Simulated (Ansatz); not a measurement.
Free-standing chains of the atoms of Ta, named by their start (strip: triangular double chain, ladder: square double chain); atoms and period are relaxed, and energies count from relaxed bulk Ta (Im-3m, 18.28 Å³/atom, gap on the mesh 0.00 eV).

Level of theory: Ansatz, DFT PBE, scalar-relativistic, plane waves, PAW.

Cutoff 420 eV, Gaussian smearing of 0.05 eV, energies at zero smearing, symmetry of each start kept, collinear spin where a moment is listed.

```csv
start,atoms,k mesh,excess energy (eV per host atom),period (Å),gap on the mesh (eV),highest filled level or Fermi level under vacuum (eV),size of the moment (μB per cell)
linear chain,1,1×1×25,5.169,2.423,0,4.06,1.16
dimerised chain,2,1×1×13,5.000,5.007,0.36,-,2.00
zigzag chain*,2,1×1×14,3.200,2.747,0,-,0.00
ladder chain,4,1×1×13,3.957,5.144,0,-,2.03
strip chain,2,1×1×23,3.195,2.747,0,-,0.00
```

* ends far from its start.

Spin-orbit coupling is left out, which matters for the bands of heavy elements. An odd mesh misses points on the zone edge, so a gap read on it can be too wide.

Each run keeps its start's symmetry and one magnetic start, so lower states can exist. Rows stand on unlike meshes and boxes, so starts that end alike can differ by a few hundredths of an eV per atom.

Cost: 5 runs of about 14 core-minutes in all, on AMD EPYC 7R43 (Zen 3) (shared hosts).